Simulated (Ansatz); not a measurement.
In doubt: masses and optical values from hybrid runs of this build are listed as unsure, which bears on the screening that GW takes from such a start.

Rows from a G0W0 calculation on SnO2 (1T monolayer) (Ansatz 0.2.0; G0W0 on HSE06, plane waves, PAW; PAW set soft_1; 6×6×1 mesh, 216 empty bands, screening to 54 eV, PAW set soft_1 files), in eV. Spin-orbit coupling is left out.

```csv
row,k,band,start,Σx,Σc at the solution,Vxc
A,"(0.167, 0.333, 0.000)",c2,0.798,-7.949,-3.298,-12.589
B,"(0.167, 0.333, 0.000)",c1,-1.539,-13.964,-3.100,-19.005
C,Γ,c1,-5.182,-12.428,-2.334,-16.132
D,"(0.167, 0.333, 0.000)",v1,-9.627,-26.415,4.121,-22.017
E,Γ,v1,-10.183,-26.599,3.690,-22.689
F,Γ,c2,-1.990,-8.625,-2.813,-12.681
```

Q: Work out each quasiparticle level and how far it moved.

The quasiparticle equation reads E = start + Σx + Σc(E) − Vxc.

```csv
row,E (eV),shift (eV)
A,2.140,+1.342
B,0.402,+1.941
C,-3.812,+1.370
D,-9.904,−0.277
E,-10.402,−0.220
F,-0.747,+1.243
```

The gap over the computed points goes from 4.44 eV to 6.09 eV.

Limits: not at the basis limit; coarse mesh for a sheet; no spin-orbit coupling.

[Paths, hosts, dates, memory and timing lines, banners, echoed tables and standing remarks are left out of the program output.]

[Logs are printed without paths, hosts, clocks, repeated set-up lines and the standing remarks that a program may print on its own settings, such as how far it seeks lower states.]

[Runs of the session that timed out or met a known fault of the program may be left out.]

[Cells called generated may have been cut or substituted from an entry of the Crystallography Open Database or the Materials Project.]

[Hosts, paths, dates, database ids (printed as entryN), source tags and the programs' standing remarks are cut or masked in the printed files.]
